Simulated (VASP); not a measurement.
# Shielding tensors and field gradients of BN

What are the shielding tensors of BN? The cell has space group P6_3/mmc. The start is a cell from a database of measured crystal structures.

Main program and level: VASP 6.6.1; PBE; plane waves and PAW (N, B), in the first sound run; inputs show where later runs differ.

The database entry behind the starting cell differs from later determinations by our own check (about 0.3 % short, minor phase), so it need not match the best structure at ambient conditions.

### Step 1. The structure

It takes space group P6_3/mmc (No. 194, hexagonal). Conventional cell: a = 2.498 Å, b = 2.498 Å, c = 6.636 Å, α = 90.00°, β = 90.00°, γ = 120.00°. N has 3 B at 1.44 Å nearest. B has 3 N at 1.44 Å nearest. Farther neighbours and most contacts between anions are not listed.

### Step 2. Ground state

The next steps need an insulator, so the gap is checked first.

File INCAR:

```
SYSTEM = BN
PREC = Accurate
ENCUT = 520
EDIFF = 1E-07
NELM = 100
ISMEAR = 0
SIGMA = 0.01
LREAL = .FALSE.
ALGO = Normal
GGA = PE
NBANDS = 14
LORBIT = 11
LWAVE = .FALSE.
LCHARG = .FALSE.
KPAR = 2
```

File POSCAR:

```
BN
1.0
    2.4982400000      0.0000000000      0.0000000000
   -1.2491200000      2.1635393048      0.0000000000
    0.0000000000      0.0000000000      6.6357000000
N B
2 2
Direct
    0.6666666667      0.3333333333      0.2500000000
    0.3333333333      0.6666666667      0.7500000000
    0.6666666667      0.3333333333      0.7500000000
    0.3333333333      0.6666666667      0.2500000000
```

File KPOINTS:

```
Automatic mesh
0
Gamma
9 9 3
0 0 0
```

PAW data sets: N and B (PBE family, release 64).

Run with:

```
mpirun -np 2 vasp_std
```

The log of the run:

```text
[banner, memory and clock lines left out]
running    2 mpi-ranks, on    1 nodes
 distrk:  each k-point on    1 cores,    2 groups
 distr:  one band on    1 cores,    1 groups

 POSCAR found type information on POSCAR N B
 POSCAR found :  2 types and       4 ions
 LDA part: xc-table for (Slater+PW92), standard interpolation
 POSCAR, INCAR and KPOINTS ok, starting setup
 FFT: planning ... GRIDC
 FFT: planning ... GRID_SOFT
 FFT: planning ... GRID
 WAVECAR not read
 entering main loop
       N       E                     dE             d eps       ncg     rms          rms(c)
DAV:   1     0.545756567243E+02    0.54576E+02   -0.82249E+03   680   0.106E+03
DAV:   2    -0.348861189863E+02   -0.89462E+02   -0.79674E+02   978   0.244E+02
DAV:   3    -0.387207776570E+02   -0.38347E+01   -0.38034E+01   894   0.495E+01
DAV:   4    -0.387525988359E+02   -0.31821E-01   -0.31817E-01   780   0.510E+00
DAV:   5    -0.387529659313E+02   -0.36710E-03   -0.36658E-03   918   0.520E-01    0.113E+01
DAV:   6    -0.355098897604E+02    0.32431E+01   -0.63438E+00   816   0.200E+01    0.511E+00
DAV:   7    -0.352203080396E+02    0.28958E+00   -0.56530E-01   846   0.605E+00    0.316E+00
DAV:   8    -0.351434939806E+02    0.76814E-01   -0.26531E-01   810   0.365E+00    0.445E-01
DAV:   9    -0.351394893115E+02    0.40047E-02   -0.15527E-02   786   0.104E+00    0.193E-01
DAV:  10    -0.351404003138E+02   -0.91100E-03   -0.12383E-03   750   0.292E-01    0.339E-02
DAV:  11    -0.351405059752E+02   -0.10566E-03   -0.11563E-04   840   0.927E-02    0.246E-02
DAV:  12    -0.351405134658E+02   -0.74906E-05   -0.28230E-05   726   0.413E-02    0.359E-03
DAV:  13    -0.351405135844E+02   -0.11861E-06   -0.99042E-07   912   0.788E-03    0.932E-04
DAV:  14    -0.351405136887E+02   -0.10431E-06   -0.16690E-07   660   0.310E-03    0.239E-04
DAV:  15    -0.351405136893E+02   -0.62391E-09   -0.43295E-09   546   0.576E-04
   1 F= -.35140514E+02 E0= -.35140514E+02  d E =-.201851E-45
```

It took 3.8 s on 2 MPI ranks of Intel Xeon 6975P-C (Granite Rapids), shared host; peak memory 0.27 GiB; 6.4 s of CPU time.

The logs omit lines about the potential files and the build; timing stands in the text.

Parts of OUTCAR (step 2):

```text
ion  position               nearest neighbor table
   1  0.667  0.333  0.250-   4 1.44   4 1.44   4 1.44
   2  0.333  0.667  0.750-   3 1.44   3 1.44   3 1.44
   3  0.667  0.333  0.750-   2 1.44   2 1.44   2 1.44
   4  0.333  0.667  0.250-   1 1.44   1 1.44   1 1.44

  LATTYP: Found a hexagonal cell.
 ALAT       =     2.4982400000
 C/A-ratio  =     2.6561499296

 Subroutine GETGRP returns: Found 24 space group operations
 (whereof 12 operations were pure point group operations)

The static configuration has the point symmetry D_3d.
 The point group associated with its full space group is D_6h.

 Found     24 irreducible k-points:

   k-points           NKPTS =     24   k-points in BZ     NKDIM =     24   number of bands    NBANDS=     14

   dimension x,y,z NGX =    20 NGY =   20 NGZ =   50
   dimension x,y,z NGXF=    40 NGYF=   40 NGZF=  100

   ENCUT  =  520.0 eV  38.22 Ry    6.18 a.u.   4.65  4.65 12.34*2*pi/ulx,y,z

   NELECT =      16.0000    total number of electrons

 k-points in reciprocal lattice and weights: Automatic mesh
   0.00000000  0.00000000  0.00000000       0.004
   0.11111111  0.00000000  0.00000000       0.025
   0.22222222  0.00000000  0.00000000       0.025
   0.33333333  0.00000000  0.00000000       0.025
   0.44444444  0.00000000  0.00000000       0.025
   0.11111111  0.11111111  0.00000000       0.025
   0.22222222  0.11111111  0.00000000       0.049
   0.33333333  0.11111111  0.00000000       0.049
   0.44444444  0.11111111  0.00000000       0.025
[...]
0.33333333  0.22222222  0.33333333       0.099
   0.33333333  0.33333333  0.33333333       0.016

 average (electrostatic) potential at core
       1 -64.8425       2 -64.8425       3 -28.9266       4 -28.9266

 E-fermi :   2.3842

 k-point     1 :       0.0000    0.0000    0.0000
  band No.  band energies     occupation
    ...
      4      -1.8186      2.00000
      5       0.9902      2.00000
      6       0.9902      2.00000
      7       1.0272      2.00000
      8       1.0272      2.00000
      9       7.5744      0.00000
     10      12.6567      0.00000
     11      13.9215      0.00000
     12      13.9215      0.00000
     13      14.0451      0.00000
    ...

 k-point     2 :       0.1111    0.0000    0.0000
  band No.  band energies     occupation
    ...
      4      -1.5200      2.00000
      5       0.0285      2.00000
      6       0.0611      2.00000
      7       0.5428      2.00000
      8       0.5866      2.00000
      9       8.0022      0.00000
     10      12.4798      0.00000
     11      13.6465      0.00000
     12      13.9390      0.00000
     13      14.5188      0.00000
    ...

 k-point     3 :       0.2222    0.0000    0.0000
  band No.  band energies     occupation
    ...
      4      -2.1793      2.00000
      5      -2.1262      2.00000
      6      -0.6593      2.00000
      7      -0.4062      2.00000
      8      -0.3520      2.00000
      9       9.0741      0.00000
     10      11.5815      0.00000
     11      12.2887      0.00000
     12      13.0915      0.00000
     13      13.8185      0.00000
    ...

  Total        1.4355684      1.4355684      0.6375807      0.0000000      0.0000000      0.0000000
  in kB       64.1281614     64.1281614     28.4813167      0.0000000      0.0000000      0.0000000
  external PRESSURE =      52.2458798 kB  Pullay stress =       0.0000000 kB

  energy-cutoff  :      520.00
  volume of cell :       35.87
      direct lattice vectors                 reciprocal lattice vectors
     2.498240000  0.000000000  0.000000000     0.400281798  0.231102804  0.000000000
    -1.249120000  2.163539305  0.000000000     0.000000000  0.462205608  0.000000000
     0.000000000  0.000000000  6.635700000     0.000000000  0.000000000  0.150700002

 POSITION                                       TOTAL-FORCE (eV/Angst)
 -----------------------------------------------------------------------------------
      1.24912      0.72118      1.65892        -0.000000     -0.000000      0.000000
     -0.00000      1.44236      4.97677        -0.000000      0.000000      0.000000
      1.24912      0.72118      4.97677        -0.000000     -0.000000      0.000000
     -0.00000      1.44236      1.65892         0.000000      0.000000      0.000000
 -----------------------------------------------------------------------------------
    total drift:                                0.000000     -0.000000      0.000000

  FREE ENERGIE OF THE ION-ELECTRON SYSTEM (eV)
  ---------------------------------------------------
  free  energy   TOTEN  =       -35.1405136893 eV

  energy  without entropy=      -35.1405136893  energy(sigma->0) =      -35.14051369

 total charge
# of ion       s       p       d       tot
------------------------------------------
    1        1.227   2.804   0.000   4.031
    2        1.227   2.804   0.000   4.031
    3        0.748   1.435   0.000   2.183
    4        0.748   1.435   0.000   2.183
--------------------------------------------------
tot          3.950   8.479   0.000  12.428

[... 3 further parts left out ...]
```

The gap is read on the k-mesh alone, so it is an upper bound where the band edges lie off the mesh.

A gap read on the k-mesh alone can miss the band edges.

Numbers from this step:

| Item | Value |
| --- | --- |
| free energy (TOTEN) | -35.14 eV |
| Fermi energy | 2.384 eV |
| pressure | 5.225 GPa |
| gap on the k-mesh | 4.420 eV |
| least direct gap on the k-mesh | 4.705 eV |

The cell has a gap of 4.42 eV on this mesh and a pressure of +5.2 GPa, which holds the misfit of the given cell and coordinates with this functional, and any error of cutoff, mesh and data sets.

(Part 1 of 4 ends here.)

[Lines on the potential files, build, host, timing and source positions are cut from VASP's logs without a mark.]

[Logs are printed without paths, hosts, clocks, repeated set-up lines and the standing remarks that a program may print on its own settings, such as how far it seeks lower states.]

[Hosts, paths, dates, database ids (printed as entryN), source tags and the programs' standing remarks are cut or masked in the printed files.]
